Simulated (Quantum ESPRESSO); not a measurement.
Wanted: the native input for a Quantum ESPRESSO 7.5 run.

```
Task                       : work function
Functional                 : PBE
Potentials or basis        : PseudoDojo 0.4.1 SR PBE standard
Cutoff                     : 1143 eV
Density cutoff             : 4572 eV
k mesh                     : 9 × 9 × 1
Occupations                : fermi-dirac, width 0.05 eV
Spin                       : no spin polarisation
Boundary across the vacuum : none
Mixing mode                : local-TF
Mixing beta                : 0.3
Most SCF iterations        : 150
SCF threshold              : 6e-09 Ry
```

TiS2, a slab with vacuum:

```
S Ti
1.0
     3.41200    0.00000    0.00000
    -1.70600    2.95488    0.00000
     0.00000    0.00000   23.54250
S Ti
4 2
Direct
  0.66667 0.33333 0.31857
  0.33333 0.66667 0.43952
  0.66667 0.33333 0.56048
  0.33333 0.66667 0.68143
  0.00000 0.00000 0.37905
  0.00000 0.00000 0.62095
```

These files were run (other wordings do the same):

pw.in

```
&CONTROL
  calculation = 'scf'
  prefix = 'pwscf'
  outdir = './tmp'
  pseudo_dir = './pseudo'
  tprnfor = .true.
  disk_io = 'low'
/
&SYSTEM
  ibrav = 0
  celldm(1) = 8
  nat = 6
  ntyp = 2
  ecutwfc = 84
  nbnd = 33
  occupations = 'smearing'
  smearing = 'fd'
  degauss = 0.00367493
/
&ELECTRONS
  conv_thr = 6d-09
  electron_maxstep = 150
  mixing_beta = 0.3
  mixing_mode = 'local-TF'
/
ATOMIC_SPECIES
S     32.0600 S.upf
Ti    47.8670 Ti.upf
CELL_PARAMETERS alat
  0.8059683274103  -0.0000000000000   0.0000000000000
 -0.4029841637049   0.6979890461828   0.0000000000000
  0.0000000000000   0.0000000000000   5.5611096611253
ATOMIC_POSITIONS crystal
S      0.6666666667    0.3333333334    0.3185727939
Ti     0.0000000000    0.0000000000    0.3790485293
S      0.3333333333    0.6666666666    0.4395242646
S      0.6666666667    0.3333333334    0.5604757354
Ti     0.0000000000    0.0000000000    0.6209514707
S      0.3333333333    0.6666666666    0.6814272061
K_POINTS automatic
9 9 1 0 0 0
```

pp_density.in

```
&INPUTPP
  prefix = 'pwscf'
  outdir = './tmp'
  filplot = 'density.dat'
  plot_num = 0
/
&PLOT
  nfile = 1
  filepp(1) = 'density.dat'
  iflag = 3
  output_format = 6
  fileout = 'density.cube'
/
```

pp_potential.in

```
&INPUTPP
  prefix = 'pwscf'
  outdir = './tmp'
  filplot = 'potential.dat'
  plot_num = 11
/
&PLOT
  nfile = 1
  filepp(1) = 'potential.dat'
  iflag = 3
  output_format = 6
  fileout = 'potential.cube'
/
```

pp_elf.in

```
&INPUTPP
  prefix = 'pwscf'
  outdir = './tmp'
  filplot = 'elf.dat'
  plot_num = 8
/
&PLOT
  nfile = 1
  filepp(1) = 'elf.dat'
  iflag = 3
  output_format = 6
  fileout = 'elf.cube'
/
```

Potentials or basis: PseudoDojo 0.4.1 SR PBE standard.

Launch:

```bash
$ OMP_NUM_THREADS=1 mpirun -n 2 pw.x -nk 2 -in pw.in > pw.out
$ OMP_NUM_THREADS=1 mpirun -n 1 pp.x -in pp_density.in > pp_density.out
$ OMP_NUM_THREADS=1 mpirun -n 1 pp.x -in pp_potential.in > pp_potential.out
$ OMP_NUM_THREADS=1 mpirun -n 1 pp.x -in pp_elf.in > pp_elf.out
```

Results of the run:

The largest force is 0.154 eV/Å. The band gap on the k mesh is none (metal or under the smearing width). The work function of the upper face is 5.82 eV and the work function of the lower face is 5.82 eV.

Run time: 2.7 min on 2 MPI ranks on Intel(R) Xeon(R) Platinum 8488C (Sapphire Rapids), on a shared host, peak memory 0.7 GiB a rank.
